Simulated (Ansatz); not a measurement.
# InAs (F-43m) in Ansatz: a series of runs, part 2 of 2

Ansatz 0.2.0. The steps go on from the part before.

## (4) Relaxation of cell and atoms, revPBE+D4

input.yaml

```yaml
crystal:
  lattice:
    - [0.0, 3.018, 3.018]
    - [3.018, 0.0, 3.018]
    - [3.018, 3.018, 0.0]
  atoms:
    - { symbol: In, position: [0.0, 0.0, 0.0] }
    - { symbol: As, position: [0.75, 0.75, 0.75] }
hamiltonian:
  xc: revpbe
  pseudopotentials: { kind: paw }
  dispersion: d4
kpoints:
  mp_grid: { grid: [8, 8, 8] }
scf:
  occupations: { method: fermi_dirac, width: 0.05 }
output:
  forces: true
  stress: true
relax:
  f_tol: 0.01
  max_steps: 40
  cell: { stress_tol: 0.05 }
```

Potentials or basis: Ansatz PAW.

Started as:

```bash
> ansatz run input.yaml --threads 2 --pin off --max-ram 5632MiB --backend cpu --events-out ev --progress --plain --runs-dir out
```

The log of the run:

```text
Warning: RAYON_NUM_THREADS=2 ignored (pool sized by the plan → 2); use --threads N
Engine: ansatz 0.2.0, x86_64-unknown-linux-gnu
Pseudopotentials: kind: paw
Pseudopotential: In, paw, valence charge 13, recommended cutoff 420 eV (normal), In.paw.azcp
Pseudopotential: As, paw, valence charge 15, recommended cutoff 420 eV (normal), As.paw.azcp
Functional definition: revPBE
  parameter kappa = 1.245
  parameter beta = 0.06672455060314922
  exchange = pbe_x(kappa = kappa, mu = beta*pi^2/3)
  correlation = pbe_c(beta = beta)
Crystal: 2 atoms, lattice volume = 54.978 Å³
Basis set: ecut = 420 eV, 1067 PW (Γ), exchange–correlation on 60×60×60 points (8 copies of the dense FFT grid, shifted against one another)
Bands: 18, of which v1, the nominal top of the filled ones, is band 14 counted from 1 (13 counted from 0)
Symmetry: 24 space group operations
Space group: F-43m (ITA 216), of the structure as read, at distance tolerance 3.8e-5 Å
k-points: 29 of 512 (time reversal used)
Non-local potential: In, projectors of the file, l = 0: 2, l = 1: 2, l = 2: 2, l = 3: 2
Non-local potential: As, projectors of the file, l = 0: 2, l = 1: 2, l = 2: 3, l = 3: 1
PAW form: soft (Blöchl's): semilocal exchange-correlation on the pseudo side does not see the compensation charge
PAW frozen core: In, regenerated for the run's functional, and the local potential with it (the file was generated under x = pbe(κ = 0.804, μ = 0.2195149727645171), c = pbe(β = 0.06672455060314922))
PAW frozen core: As, regenerated for the run's functional, and the local potential with it (the file was generated under x = pbe(κ = 0.804, μ = 0.2195149727645171), c = pbe(β = 0.06672455060314922))
PAW one-centre angular grid: In, 590 points (default); XC on 64 Gauss nodes
PAW one-centre angular grid: As, 590 points (default); XC on 64 Gauss nodes
Initial density: superposition of atomic densities (neutral atoms: chi_scale 0, normalization atom), corrected by the library's trained network
Initial wavefunctions: pseudopotential atomic-orbital guess
Functional: x = revpbe(κ = 1.245, μ = 0.2195149727645171), c = pbe(β = 0.06672455060314922)
SCF iter   1: F=—  HF=-10465.667300 eV  |F-HF|=—  |Δ(HF+E_count)|=         —  Δρ=2.79e-3  dr2=5.45e-3  ethr=1.77e-3  ⟨swp⟩=6.0  Hψ=2551  notcnv=0
preconditioner: auto → none  [insulator: Δε(μ)=1.017 eV  Ē_g=14.852 eV  σ=0.050 eV  W_gap=0.73  n_scr=14 (ndim 8)  ℏωp=21.2 eV  f_vac=0.106  D(μ)=0.06/eV (n_scr^D=0)  ε∞_Penn≈3.0]
SCF iter   2: F=—  HF=-10465.664635 eV  |F-HF|=—  |Δ(HF+E_count)|=   2.67e-3  Δρ=8.23e-4  dr2=5.15e-4  ethr=1.95e-5  ⟨swp⟩=2.0  Hψ=1129  notcnv=0
SCF iter   3: F=—  HF=-10465.664488 eV  |F-HF|=—  |Δ(HF+E_count)|=   1.48e-4  Δρ=2.69e-4  dr2=4.67e-5  ethr=1.84e-6  ⟨swp⟩=2.0  Hψ=784  notcnv=0
SCF iter   4: F=—  HF=-10465.664516 eV  |F-HF|=—  |Δ(HF+E_count)|=   2.82e-5  Δρ=7.40e-5  dr2=2.30e-6  ethr=1.67e-7  ⟨swp⟩=2.4  Hψ=780  notcnv=0
SCF iter   5: F=—  HF=-10465.664517 eV  |F-HF|=—  |Δ(HF+E_count)|=   1.43e-6  Δρ=2.22e-5  dr2=2.36e-7  ethr=8.22e-9  ⟨swp⟩=2.0  Hψ=929  notcnv=0
SCF iter   6: F=-10465.664518 eV  HF=-10465.664518 eV  |F-HF|=3.86e-8  |Δ(HF+E_count)|=   6.93e-7  Δρ=5.79e-6  dr2=1.21e-8  ethr=3.57e-10  ⟨swp⟩=5.0  Hψ=1792  notcnv=0
SCF 1 converged in 6 iterations: F = -10465.664518 eV  dr2 = 1.21e-8
relax step   1: F+E_penalty+E_count = -10465.66451794 eV  Δ(F+E_penalty+E_count) = +0.000e0 eV  max|allowed force component| = 1.110e-16 eV/Å  Δτ_max = 0.0000 Å  P = +1.955 GPa  Ω = 54.978 Å³  (6 SCF iters, dr2 threshold 1.00e-7 eV, accepted)
Crystal: 2 atoms, lattice volume = 57.440 Å³
Basis set: ecut = 420 eV, 1139 PW (Γ), exchange–correlation on 60×60×60 points (8 copies of the dense FFT grid, shifted against one another)
Initial density: handed on by an earlier stage of this run
Initial wavefunctions: those handed on with the density
iter 1 solved again at ethr=5.12e-6 eV; its pass at ethr=3.10e-3 eV (dr2=1.43e-3 eV) is discarded
SCF iter   1: F=—  HF=-10465.673786 eV  |F-HF|=—  |Δ(HF+E_count)|=         —  Δρ=1.34e-3  dr2=1.39e-3  ethr=5.12e-6  ⟨swp⟩=2.0  Hψ=3214  notcnv=0
preconditioner: auto → none  [insulator: Δε(μ)=0.948 eV  Ē_g=14.630 eV  σ=0.050 eV  W_gap=0.73  n_scr=14 (ndim 8)  ℏωp=20.8 eV  f_vac=0.119  D(μ)=0.06/eV (n_scr^D=0)  ε∞_Penn≈3.0]
SCF iter   2: F=—  HF=-10465.673873 eV  |F-HF|=—  |Δ(HF+E_count)|=   8.68e-5  Δρ=6.18e-4  dr2=2.03e-4  ethr=4.98e-6  ⟨swp⟩=2.0  Hψ=635  notcnv=0
SCF iter   3: F=—  HF=-10465.674005 eV  |F-HF|=—  |Δ(HF+E_count)|=   1.32e-4  Δρ=2.06e-4  dr2=3.65e-5  ethr=7.26e-7  ⟨swp⟩=2.0  Hψ=925  notcnv=0
SCF iter   4: F=—  HF=-10465.674022 eV  |F-HF|=—  |Δ(HF+E_count)|=   1.71e-5  Δρ=5.19e-5  dr2=1.40e-6  ethr=1.31e-7  ⟨swp⟩=2.0  Hψ=929  notcnv=0
SCF iter   5: F=-10465.674026 eV  HF=-10465.674026 eV  |F-HF|=2.79e-7  |Δ(HF+E_count)|=   3.37e-6  Δρ=1.42e-5  dr2=9.25e-8  ethr=7.14e-10  ⟨swp⟩=5.0  Hψ=1950  notcnv=0
SCF 2 converged in 5 iterations: F = -10465.674026 eV  dr2 = 9.25e-8
relax step   2: F+E_penalty+E_count = -10465.67402602 eV  Δ(F+E_penalty+E_count) = -9.508e-3 eV  max|allowed force component| = 4.265e-17 eV/Å  Δτ_max = 0.0000 Å  P = -0.541 GPa  Ω = 57.440 Å³  energy of the carried Pulay correction = -5.689e-4 eV  (5 SCF iters, dr2 threshold 2.00e-7 eV, accepted)
Crystal: 2 atoms, lattice volume = 56.888 Å³
iter 1 solved again at ethr=3.10e-7 eV; its pass at ethr=3.10e-3 eV (dr2=8.68e-5 eV) is discarded
SCF iter   1: F=—  HF=-10465.675147 eV  |F-HF|=—  |Δ(HF+E_count)|=         —  Δρ=2.95e-4  dr2=6.38e-5  ethr=3.10e-7  ⟨swp⟩=3.0  Hψ=3051  notcnv=0
preconditioner: auto → none  [insulator: Δε(μ)=0.973 eV  Ē_g=14.667 eV  σ=0.050 eV  W_gap=0.73  n_scr=14 (ndim 8)  ℏωp=20.9 eV  f_vac=0.108  D(μ)=0.06/eV (n_scr^D=0)  ε∞_Penn≈3.0]
SCF iter   2: F=—  HF=-10465.675145 eV  |F-HF|=—  |Δ(HF+E_count)|=   1.78e-6  Δρ=1.34e-4  dr2=8.98e-6  ethr=2.28e-7  ⟨swp⟩=2.0  Hψ=632  notcnv=0
SCF iter   3: F=—  HF=-10465.675149 eV  |F-HF|=—  |Δ(HF+E_count)|=   3.88e-6  Δρ=4.33e-5  dr2=1.53e-6  ethr=3.21e-8  ⟨swp⟩=2.0  Hψ=925  notcnv=0
SCF iter   4: F=-10465.675150 eV  HF=-10465.675150 eV  |F-HF|=9.48e-8  |Δ(HF+E_count)|=   4.20e-7  Δρ=1.13e-5  dr2=5.73e-8  ethr=7.14e-10  ⟨swp⟩=3.0  Hψ=2065  notcnv=0
SCF 3 converged in 4 iterations: F = -10465.675150 eV  dr2 = 5.73e-8
relax step   3: F+E_penalty+E_count = -10465.67514964 eV  Δ(F+E_penalty+E_count) = -1.124e-3 eV  max|allowed force component| = 4.178e-17 eV/Å  Δτ_max = 0.0000 Å  P = -0.033 GPa  Ω = 56.888 Å³  energy of the carried Pulay correction = -4.434e-4 eV  (4 SCF iters, dr2 threshold 2.00e-7 eV, accepted)
Initial wavefunctions: pseudopotential atomic-orbital guess (no wavefunctions were taken with the density)
iter 1 solved again at ethr=3.43e-7 eV; its pass at ethr=3.10e-3 eV (dr2=9.59e-5 eV) is discarded
SCF iter   1: F=—  HF=-10465.675598 eV  |F-HF|=—  |Δ(HF+E_count)|=         —  Δρ=5.78e-5  dr2=3.65e-7  ethr=3.43e-7  ⟨swp⟩=2.4  Hψ=3769  notcnv=0
preconditioner: auto → none  [insulator: Δε(μ)=0.972 eV  Ē_g=14.668 eV  σ=0.050 eV  W_gap=0.73  n_scr=14 (ndim 8)  ℏωp=20.9 eV  f_vac=0.109  D(μ)=0.06/eV (n_scr^D=0)  ε∞_Penn≈3.0]
SCF iter   2: F=—  HF=-10465.675602 eV  |F-HF|=—  |Δ(HF+E_count)|=   3.29e-6  Δρ=2.61e-5  dr2=8.47e-8  ethr=1.30e-9  ⟨swp⟩=2.0  Hψ=914  notcnv=0
SCF iter   3: F=—  HF=-10465.675603 eV  |F-HF|=—  |Δ(HF+E_count)|=   1.48e-6  Δρ=7.45e-6  dr2=6.22e-9  ethr=3.03e-10  ⟨swp⟩=3.0  Hψ=784  notcnv=0
SCF iter   4: F=—  HF=-10465.675603 eV  |F-HF|=—  |Δ(HF+E_count)|=   1.19e-7  Δρ=9.99e-7  dr2=2.71e-10  ethr=2.22e-11  ⟨swp⟩=2.0  Hψ=929  notcnv=0
SCF iter   5: F=—  HF=-10465.675603 eV  |F-HF|=—  |Δ(HF+E_count)|=   1.06e-9  Δρ=2.06e-7  dr2=4.97e-11  ethr=1.00e-12  ⟨swp⟩=2.8  Hψ=779  notcnv=0
SCF iter   6: F=-10465.675603 eV  HF=-10465.675603 eV  |F-HF|=9.09e-12  |Δ(HF+E_count)|=  3.46e-11  Δρ=9.02e-8  dr2=5.22e-12  ethr=1.00e-12  ⟨swp⟩=6.0  Hψ=2193  notcnv=0
SCF 4 converged in 6 iterations: F = -10465.675603 eV  dr2 = 5.22e-12
relax step   4: F+E_penalty+E_count = -10465.67560311 eV  Δ(F+E_penalty+E_count) = -4.535e-4 eV  max|allowed force component| = 6.953e-17 eV/Å  Δτ_max = 0.0000 Å  P = -0.035 GPa  Ω = 56.888 Å³  stress off target by 3.49e-2 GPa  SCF on the basis re-selected at this cell (its energy is not comparable with the rows above)  (6 SCF iters)
basis re-selected at this cell: Δ(F+E_penalty+E_count) = -4.535e-4 eV, ΔP = -0.002 GPa vs the last step (what re-selecting the basis moved, of the pressure what is left beyond the Pulay correction that the steps carried, after the strain that the cell walked since its last selection, with what the two solves' SCF thresholds leave and, on support functions, any second-order correction that the steps lacked; it is no measure of the basis error at this ecutwfc). This SCF's stress stands 3.49e-2 GPa from its target on what of the cell is left free (relax.cell.stress_tol is 5.00e-2 GPa) and its largest allowed force component is 6.95e-17 eV/Å (relax.f_tol is 1.00e-2 eV/Å): within both
SCF converged after 6 iterations
Free energy (F): -10465.675603 eV
Harris-Foulkes:  -10465.675603 eV  (|F-HF|=9.09e-12)
Internal energy: -10465.675034 eV  (E = F + TS)
E sigma→0 (E₀):  -10465.675319 eV
Entropy (-TS):   -0.000569 eV (-0.284 meV/atom)
Fermi energy:    7.602595 eV
--- Per-component energies (eV) ---
  E_band       = -318.101774
  E_kinetic    = 346.250906
  E_local      = -3312.786583  (includes V_loc(G=0)·N_el)
  E_nonlocal   = -304.518464
  E_hartree    = 1600.932128
  E_xc         = -294.691610
  E_vxc        = -177.909574  (∫ρ·V_xc dr)
  E_paw        = -6000.510622  (= ΣΔE_a)
  E_vpaw       = -71.002329  (= ΣTr[D̂ρ^β])
  E_aug_tail   = 0.000034  (compensation charges beyond the density's cutoff)
  E_ewald      = -2499.187600
  E_disp       = -1.043230  (pairwise vdW)
  E_core_change = -0.119993  (= ΣΔE_core)
  E_smearing   = -0.000569  (= −TS)
  E_closure    = 0.000000  (closes the sum)
  Σ components = -10465.675603   (vs F -10465.675603, Δ=0.00e0)
--- Forces (eV/Å), atoms counted from 1 ---
  atom   1  In     0.00000000     0.00000000     0.00000000
  atom   2  As     0.00000000    -0.00000000    -0.00000000
  max |Σ_I F_I| component: 1.29e-16 eV/Å
--- Stress (GPa, compression-positive) ---
       -0.034919       0.000000       0.000000
        0.000000      -0.034919       0.000000
        0.000000       0.000000      -0.034919
  P = ⅓ Tr σ = -0.0349 GPa (-0.349 kbar)
--- Relaxed structure (3 steps of the walk, 3 accepted, 1 SCFs on fresh bases) ---
  F+E_penalty+E_count = -10465.67560311 eV   max|allowed force component| = 6.953e-17 eV/Å   (the final SCF, on the basis selected at the relaxed cell)
  cell:  # Å, volume = 56.8878 Å³
    - [5.859677837829929e-34, 3.052551413784664, 3.052551413784664]
    - [3.052551413784664, 1.1846739976482245e-32, 3.052551413784664]
    - [3.052551413784664, 3.052551413784664, 7.490196888356517e-33]
  atoms:
    - { symbol: In, position: [5.583792913647553e-34, 3.0046123773436825e-34, -9.067016112161026e-34] }
    - { symbol: As, position: [0.75, 0.75, 0.75] }
```

Run time: 9.7 s. Hardware: 2 threads of Intel Xeon at 2.70GHz, shared host; peak memory 0.39 GiB.

Results:

* Free energy: -10465.6756 eV
* Relaxed volume: 28.44 Å³/atom
* Relaxed cell: a = 4.317 Å, b = 4.317 Å, c = 4.317 Å, α = 60.00°, β = 60.00°, γ = 60.00°
* Space group after relaxing (to 0.05 Å): F-43m (No. 216)
* Energy gained by relaxing: 5.5 meV/atom
* Ionic steps: 4
* Pressure after relaxing: 0.0 GPa

Step by step:
| step | energy change (eV) | largest force (eV/Å) | volume (Å³) |
| --- | --- | --- | --- |
| 1 | 0.0000 | 0.0000 | 54.98 |
| 2 | -0.0095 | 0.0000 | 57.44 |
| 3 | -0.0106 | 0.0000 | 56.89 |
| 4 | -0.0111 | 0.0000 | 56.89 |

Final structure:
```yaml
crystal:
  lattice:
    - [0.00000, 3.05255, 3.05255]
    - [3.05255, 0.00000, 3.05255]
    - [3.05255, 3.05255, 0.00000]
  atoms:
    - { symbol: In, position: [0.00000, 0.00000, 0.00000] }
    - { symbol: As, position: [0.75000, 0.75000, 0.75000] }
```

Caveat: the plane-wave basis is chosen anew once the cell has moved, so the energies of steps on either side of that aren't comparable; the PAW data sets come from PBE, with cores solved anew for the run's functional, which leaves a small shift of forces and pressure. Zero-point motion and thermal expansion aren't in these numbers.

## (5) Relaxation of cell and atoms, HF

input.yaml, as its differences from that of step 4:

```diff
@@ -9,7 +9,6 @@
 hamiltonian:
-  xc: revpbe
+  xc: hf
   pseudopotentials: { kind: paw }
-  dispersion: d4
 kpoints:
-  mp_grid: { grid: [8, 8, 8] }
+  mp_grid: { grid: [4, 4, 4] }
 scf:
@@ -19,2 +18,6 @@
   stress: true
+  write_density: true
+  write_potential: true
+  elf: true
+  volumetric_format: npy
 relax:
```

Started as:

```bash
> ansatz run input.yaml --threads 2 --pin off --max-ram 5632MiB --backend cpu --events-out ev --progress --plain --runs-dir out
```

Run time: 82 s. Hardware: 2 threads of Intel Xeon at 2.70GHz, shared host; peak memory 0.88 GiB.

Results (log left out):

| Property | Result |
| --- | --- |
| Free energy | -10357.4249 eV |
| Relaxed volume | 29.49 Å³/atom |
| Relaxed cell | a = 4.369 Å, b = 4.369 Å, c = 4.369 Å, α = 60.00°, β = 60.00°, γ = 60.00° |
| Space group after relaxing (to 0.05 Å) | F-43m (No. 216) |
| Energy gained by relaxing | 31.2 meV/atom |
| Ionic steps | 5 |
| Pressure after relaxing | 0.0 GPa |
| Band gap on the k mesh | 5.76 eV, direct |

The path:
```tsv
step	energy change (eV)	largest force (eV/Å)	volume (Å³)
1	0.0000	0.0000	54.98
2	-0.0346	0.0000	61.82
3	-0.0604	0.0000	59.31
4	-0.0608	0.0000	58.97
5	-0.0625	0.0000	58.97
```

Final structure:
```
CELL_PARAMETERS angstrom
0.00000 3.08936 3.08936
3.08936 0.00000 3.08936
3.08936 3.08936 0.00000
ATOMIC_POSITIONS crystal
In 0.00000 0.00000 0.00000
As 0.75000 0.75000 0.75000
```

Levels at points of the mesh, in eV from the valence-band top:
```
             k point  band 12  band 13  band 14  band 15  band 16
  (0.00, 0.00, 0.00)     0.00     0.00     0.00     5.76    10.06
 (0.00, 0.00, -0.50)    -7.31    -1.22    -1.22     6.84    10.87
(0.00, -0.50, -0.50)    -7.39    -2.89    -2.89     7.09     7.86
```

Caveat: the k mesh is coarse (spacing up to 0.45 Å⁻¹), so the values aren't converged, least of all with exact exchange; the plane-wave basis is chosen anew once the cell has moved, so the energies of steps on either side of that aren't comparable; spin-orbit coupling is left out, which moves the levels of the heavy elements; the PAW data sets come from PBE, with cores solved anew for the run's functional, which leaves a small shift of forces and pressure. Zero-point motion and thermal expansion aren't in these numbers.

## (6) Single point, PBE

input.yaml

```yaml
crystal:
  lattice:
    - [0.0, 3.018, 3.018]
    - [3.018, 0.0, 3.018]
    - [3.018, 3.018, 0.0]
  atoms:
    - { symbol: In, position: [0.0, 0.0, 0.0] }
    - { symbol: As, position: [0.75, 0.75, 0.75] }
hamiltonian:
  xc: pbe
  pseudopotentials: { kind: paw }
kpoints:
  mp_grid: { grid: [8, 8, 8] }
scf:
  occupations: { method: gaussian, width: 0.025 }
output:
  forces: true
  stress: true
  eigenvalues: true
  write_density: true
  write_potential: true
  elf: true
  volumetric_format: npy
```

Potentials or basis: Ansatz PAW.

Started as:

```bash
> ansatz run input.yaml --threads 2 --pin off --max-ram 5632MiB --backend cpu --events-out ev --progress --plain --runs-dir out
```

It took 2.2 s on 2 threads of Intel Xeon at 2.70GHz, shared host; peak memory 0.38 GiB.

The run converged. Its results:

- Free energy: -10454.4131 eV
- Pressure: 4.3 GPa
- Band gap on the k mesh: none (metal or under the smearing width)

Levels at points of the mesh, in eV from the Fermi level:
```tsv
k point	band 10	band 11	band 12	band 13	band 14	band 15	band 16	band 17	band 18
(0.00, 0.00, 0.00)	-14.28	-11.91	-0.18	-0.01	-0.01	-0.01	3.91	3.91	3.91
(0.00, 0.00, -0.50)	-14.27	-10.42	-5.79	-1.00	-1.00	0.96	4.68	4.68	6.86
(0.00, -0.50, -0.50)	-14.25	-9.88	-5.86	-2.34	-2.34	1.54	2.06	9.21	9.31
```

Caveat: this crystal is a semiconductor, whose small gap the functional closes, so the metal is an error of the method.

## (7) Summary

```tsv
task	level	cell	k mesh	smearing	mesh quality	gap on the mesh (eV)	pressure (GPa)	relaxed volume (Å³/atom)
relaxation of cell and atoms	RPBE+D4	relaxed	8 × 8 × 8	fermi-dirac 0.05 eV	not flagged	-	0.0	28.43
relaxation of cell and atoms	revPBE+D3(BJ)	relaxed	8 × 8 × 8	fermi-dirac 0.05 eV	not flagged	-	0.0	28.23
relaxation of cell and atoms	revPBE+D4	relaxed	8 × 8 × 8	fermi-dirac 0.05 eV	not flagged	-	0.0	28.44
relaxation of cell and atoms	HF	relaxed	4 × 4 × 4	fermi-dirac 0.05 eV	coarse	5.76	0.0	29.49
single point	PBE	as given	8 × 8 × 8	gaussian 0.025 eV	not flagged	none	4.3	-
```

Alike in all rows: potentials or basis Ansatz PAW; no spin polarisation; cutoff (eV) 420.

Caveats: some runs use coarse meshes; the plane-wave basis is chosen anew once the cell has moved, so the energies of steps on either side of that aren't comparable (some runs); the PAW data sets come from PBE, with cores solved anew for the run's functional, which leaves a small shift of forces and pressure (some runs); spin-orbit coupling is left out, which moves the levels of the heavy elements (some runs); this crystal is a semiconductor, whose small gap the functional closes, so the metal is an error of the method (some runs).

Total energies depend on the potentials used, so only differences within one code and one set of settings carry meaning.

## (8) Comparison with measurements

Step 6. Against the measured gap of InAs, 0.418 eV (direct; 4.2 K; a printed reference work, data compilation), the calculated 0.00 eV is off by -0.42 eV. Spin-orbit coupling on As, In is left out. The value is that of PBE on a finite k mesh, which can miss the band edges, without temperature or zero-point motion. Semilocal functionals fall short of measured gaps as a rule.
